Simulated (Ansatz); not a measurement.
Input and command of a calculation in Ansatz (plane waves; scalar-relativistic PAW potentials unless the input names others):

```yaml
crystal:
  lattice:
    - [3.0919867344, 0.0, 0.0]
    - [-1.5459933672, 2.6777390602, 0.0]
    - [0.0, 0.0, 5.0737646004]
  atoms:
    - { symbol: Si, position: [0.3333333333, 0.6666666667, 0.0045636718] }
    - { symbol: Si, position: [0.6666666667, 0.3333333333, 0.5045636718] }
    - { symbol: C, position: [0.4037684252, 0.7018842126, 0.3673219469] }
    - { symbol: C, position: [0.6666666667, 0.3333333333, 0.8804363282] }
basis:
  ecutwfc: 420
kpoints:
  mp_grid: { grid: [12, 12, 6] }
hamiltonian:
  xc: pbe
scf:
  occupations: { method: gaussian, width: 0.05 }
  mixing: { algorithm: broyden, beta: 0.95, ndim: 1, preconditioner: none }
  max_iter: 75
output:
  forces: true
  eigenvalues: true
  stress: true
```

```bash
ansatz run input.yaml --threads 1 --pin off --max-ram 2560MiB --backend cpu --events-out ev --progress --plain --runs-dir out
```

Abridged log:
```
Pseudopotentials: kind: paw
Pseudopotential: Si, paw, valence charge 4, recommended cutoff 420 eV (normal)
Pseudopotential: C, paw, valence charge 4, recommended cutoff 420 eV (normal)
Functional definition: PBE
Crystal: 4 atoms, lattice volume = 42.008 Å³
Basis set: ecut = 420 eV, 809 PW (Γ), exchange–correlation on 48×48×72 points (8 copies of the dense FFT grid, shifted against one another)
Bands: 12, of which v1, the nominal top of the filled ones, is band 8 counted from 1 (7 counted from 0)
Symmetry: 2 space group operations
Space group: Cm (ITA 8), of the structure as read, at distance tolerance 3.5e-5 Å
k-points: 242 of 864 (time reversal used)
Initial density: superposition of atomic densities (neutral atoms: chi_scale 0, normalization atom), corrected by the library's trained network
Initial wavefunctions: pseudopotential atomic-orbital guess
Functional: x = pbe(κ = 0.804, μ = 0.21951497), c = pbe(β = 0.06672455)
SCF iter   1: F=—  HF=-1774.016481 eV  |F-HF|=—  |Δ(HF+E_count)|=         —  Δρ=2.80e-3  dr2=3.20e-3  ethr=1.77e-3  ⟨swp⟩=5.2  Hψ=19074  notcnv=0
SCF iter   2: F=—  HF=-1774.017963 eV  |F-HF|=—  |Δ(HF+E_count)|=   1.48e-3  Δρ=3.05e-3  dr2=4.64e-3  ethr=2.00e-5  ⟨swp⟩=2.0  Hψ=7500  notcnv=0  κ⁻¹=1.0e0(r=1)
SCF iter   3: F=—  HF=-1774.016519 eV  |F-HF|=—  |Δ(HF+E_count)|=   1.44e-3  Δρ=3.74e-4  dr2=8.17e-5  ethr=2.00e-5  ⟨swp⟩=2.0  Hψ=4799  notcnv=0  κ⁻¹=1.0e0(r=1)
SCF iter   4: F=—  HF=-1774.016534 eV  |F-HF|=—  |Δ(HF+E_count)|=   1.54e-5  Δρ=4.35e-4  dr2=1.20e-4  ethr=5.11e-7  ⟨swp⟩=2.0  Hψ=4828  notcnv=0  κ⁻¹=1.0e0(r=1)
SCF iter   5: F=—  HF=-1774.016505 eV  |F-HF|=—  |Δ(HF+E_count)|=   2.98e-5  Δρ=1.77e-4  dr2=1.57e-5  ethr=5.11e-7  ⟨swp⟩=2.0  Hψ=4675  notcnv=0  κ⁻¹=1.0e0(r=1)
SCF iter   6: F=—  HF=-1774.016507 eV  |F-HF|=—  |Δ(HF+E_count)|=   2.42e-6  Δρ=1.95e-4  dr2=2.39e-5  ethr=9.83e-8  ⟨swp⟩=2.0  Hψ=4837  notcnv=0  κ⁻¹=1.0e0(r=1)
SCF iter   7: F=—  HF=-1774.016502 eV  |F-HF|=—  |Δ(HF+E_count)|=   4.70e-6  Δρ=1.18e-4  dr2=9.18e-6  ethr=9.83e-8  ⟨swp⟩=2.0  Hψ=4714  notcnv=0  κ⁻¹=1.0e0(r=1)
SCF iter   8: F=—  HF=-1774.016503 eV  |F-HF|=—  |Δ(HF+E_count)|=   3.71e-7  Δρ=1.27e-4  dr2=1.03e-5  ethr=5.74e-8  ⟨swp⟩=2.0  Hψ=4812  notcnv=0  κ⁻¹=1.0e0(r=1)
   ...
SCF iter  28: F=—  HF=-1774.016500 eV  |F-HF|=—  |Δ(HF+E_count)|=   3.49e-8  Δρ=1.72e-5  dr2=3.29e-7  ethr=1.42e-9  ⟨swp⟩=2.3  Hψ=4621  notcnv=0  κ⁻¹=1.0e0(r=1)
SCF iter  29: F=—  HF=-1774.016500 eV  |F-HF|=—  |Δ(HF+E_count)|=   5.06e-8  Δρ=1.53e-5  dr2=1.79e-7  ethr=1.42e-9  ⟨swp⟩=2.1  Hψ=4623  notcnv=0  κ⁻¹=1.0e0(r=1)
SCF iter  30: F=—  HF=-1774.016500 eV  |F-HF|=—  |Δ(HF+E_count)|=   5.19e-8  Δρ=1.56e-5  dr2=3.67e-7  ethr=1.12e-9  ⟨swp⟩=2.3  Hψ=5045  notcnv=0  κ⁻¹=1.0e0(r=1)
SCF iter  31: F=—  HF=-1774.016500 eV  |F-HF|=—  |Δ(HF+E_count)|=   6.80e-8  Δρ=1.06e-5  dr2=1.08e-7  ethr=1.12e-9  ⟨swp⟩=2.1  Hψ=4221  notcnv=0  κ⁻¹=1.0e0(r=1)
SCF iter  32: F=—  HF=-1774.016500 eV  |F-HF|=—  |Δ(HF+E_count)|=   3.31e-8  Δρ=1.82e-5  dr2=2.35e-7  ethr=6.25e-10  ⟨swp⟩=5.2  Hψ=11618  notcnv=0  κ⁻¹=1.0e0(r=1)
SCF iter  33: F=—  HF=-1774.016500 eV  |F-HF|=—  |Δ(HF+E_count)|=   3.77e-8  Δρ=7.74e-6  dr2=1.00e-7  ethr=6.74e-10  ⟨swp⟩=2.1  Hψ=4782  notcnv=0  κ⁻¹=1.0e0(r=1)
SCF iter  34: F=—  HF=-1774.016500 eV  |F-HF|=—  |Δ(HF+E_count)|=   1.57e-8  Δρ=1.03e-5  dr2=1.46e-7  ethr=6.25e-10  ⟨swp⟩=5.0  Hψ=10306  notcnv=0  κ⁻¹=1.0e0(r=1)
SCF iter  35: F=-1774.016500 eV  HF=-1774.016500 eV  |F-HF|=6.38e-8  |Δ(HF+E_count)|=   2.35e-8  Δρ=1.00e-5  dr2=7.26e-8  ethr=6.25e-10  ⟨swp⟩=3.0  Hψ=12067  notcnv=0
SCF 1 converged in 35 iterations: F = -1774.016500 eV  dr2 = 7.26e-8
SCF converged after 35 iterations
Stability not checked: this state was not tested for a lower state beside it, because the mixer in use, unlike msr1, does not test its closes by its own steps (another_mixer; see scf.mixing.algorithm and scf.lower_state_search)
Free energy (F): -1774.016500 eV
Harris-Foulkes:  -1774.016500 eV  (|F-HF|=6.38e-8)
Internal energy: -1774.016500 eV  (E = F + TS)
E sigma→0 (E₀):  -1774.016500 eV
Fermi energy:    10.724255 eV
--- Forces (eV/Å), atoms counted from 1 ---
  atom   1  Si     0.29561825     0.17067527    -0.56497026
  atom   2  Si     1.69390071     0.97797403    -0.12945760
  atom   3  C     -1.97519524    -1.14037950     1.10356602
  atom   4  C     -0.01435065    -0.00828535    -0.40912179
--- Stress (GPa, compression-positive) ---
       -1.058954      -3.745728       2.138008
       -3.745728       3.266240       1.234380
        2.138007       1.234379       3.172988
  P = ⅓ Tr σ = 1.7934 GPa (17.934 kbar)
```

One setting here is unusual or wrong in general: mixing far too strong (scf.mixing: not typed → {"algorithm": "broyden", "beta": 0.95, "ndim": 1, "preconditioner": "none"}). For this cell it did little harm to the result: the run converged in 35 SCF iterations (reference: 7) with an energy at zero smearing within 0.01 meV/atom of the reference's, pressure 1.79 GPa, largest force 2.534 eV/Å, gap on the mesh 1.65 eV. A reference run from the same start on usual settings converged with pressure 1.79 GPa, largest force 2.534 eV/Å, gap on the mesh 1.65 eV.

The run took 39 s on 1 thread of Intel(R) Xeon(R) Platinum 8259CL CPU @ 2.50GHz (Skylake/Cascade Lake), on a shared host, peak memory 0.47 GiB.